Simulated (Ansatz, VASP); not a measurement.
One calculation of Ag, two programs

INCAR

```
SYSTEM = Ag
PREC = Accurate
ENCUT = 520
EDIFF = 1E-6
ISMEAR = 0
SIGMA = 0.016
LREAL = .False.
LASPH = .True.
NELM = 100
ALGO = Normal
ISIF = 2
LWAVE = .False.
LCHARG = .False.
GGA = PE
```

The input KPOINTS:

```
regular mesh
0
Gamma
  11 11 11
  0 0 0
```

POSCAR

```
Ag
1.0
    0.0000000000      2.0427500000      2.0427500000
    2.0427500000      0.0000000000      2.0427500000
    2.0427500000      2.0427500000      0.0000000000
Ag
1
Direct
    0.0000000000      0.0000000000      0.0000000000
```

Contents of input.yaml:

```yaml
crystal:
  lattice:
    - [0.0, 2.04275, 2.04275]
    - [2.04275, 0.0, 2.04275]
    - [2.04275, 2.04275, 0.0]
  atoms:
    - { symbol: Ag, position: [0.0, 0.0, 0.0] }
hamiltonian:
  xc: pbe
  pseudopotentials: { kind: paw }
kpoints:
  mp_grid: { grid: [11, 11, 11] }
scf:
  occupations: { method: gaussian, width: 0.016 }
output:
  forces: true
  stress: true
  eigenvalues: true
```

Alike in both runs: task single point; functional PBE; k mesh 11 × 11 × 11; occupations gaussian, width 0.016 eV; no spin polarisation.

```csv
,VASP,Ansatz
version,VASP 6.6.1,Ansatz 0.2.0
potentials or method,"VASP PAW PBE potentials, release 64 (Ag)",Ansatz PAW
plane-wave cutoff (eV),520,420
valence electrons in the cell,11,19
```

|  | VASP | Ansatz | Ansatz less VASP |
| --- | --- | --- | --- |
| gap on the k mesh at the Fermi level (eV) | none | none | - |
| pressure (GPa) | 4.1 | 4.3 | +0.18 |

A gap of «none» marks a metal or a gap that the smearing closes. With one functional, cell and mesh, what is left measures potentials, basis and numerics. The two sets of potentials don't hold the same shells in valence.
